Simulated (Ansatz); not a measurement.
# SnSe2 under changes of volume

One of the cells (25.726 Å³/atom); the others are scaled copies at fixed shape and fractional positions:

```
Sn Se
1.0
     3.81100    0.00000    0.00000
    -1.90550    3.30042    0.00000
     0.00000    0.00000    6.13600
Sn Se
1 2
Direct
  0.00000 0.00000 0.00000
  0.66667 0.33333 0.75100
  0.33333 0.66667 0.24900
```

| Property | Result |
| --- | --- |
| Program | Ansatz 0.2.0 |
| Functional | PBE |
| Potentials or basis | Ansatz NC |
| Cutoff | 1170 eV (not typed: the program's choice for these potentials) |
| k mesh | 8 × 8 × 5 |
| Occupations | fermi-dirac, width 0.05 eV |
| Spin | no spin polarisation |

```tsv
volume (Å³/atom)	energy over the lowest point (meV/atom)	pressure (GPa)	gap on the mesh (eV)	largest force (eV/Å)
24.182	112.07	11.4	0.87	1.472
24.697	79.08	9.2	0.85	1.225
25.212	52.64	7.3	0.83	0.997
25.726	32.08	5.6	0.80	0.787
26.241	?	?	?	?
26.755	6.27	2.6	0.75	0.414
27.270	0.00	1.3	0.72	0.249
```

Q: What does the run at 26.241 Å³/atom give?

A: Energy over the lowest point 16.80 meV/atom; pressure 4.0 GPa; gap on the mesh 0.77 eV; largest force 0.593 eV/Å.

Worked out: A Birch-Murnaghan fit of order 3 (a polynomial in V^(-2/3)) to the other rows has its minimum at 27.87 Å³/atom, just outside them, with B0 = V·E''(V) = 58 GPa and B' = 4.6 at fixed shape and positions, which overstates the stiffness. It gives 16.79 meV/atom at 26.241 Å³/atom, against the run's 16.80, and -dE/dV = 4.0 GPa, against 4.0. A straight line through the other rows of the gap, of slope -1.26 eV per unit of ln V, gives 0.77 eV, against the run's 0.77.

Energies are extrapolated to zero smearing.

Caveats: odd divisions of the mesh miss points on the zone boundary, where band edges often lie, so the gap on the mesh can be too wide; spin-orbit coupling is left out, which moves the levels of the heavy elements; this functional lacks dispersion, which binds the layers, so the pressure and a relaxed spacing across them are unreliable; forces of over 1 eV/Å show positions far from the minimum, so gaps and moduli don't describe the material at rest (some runs).

A mesh can miss the band edges.
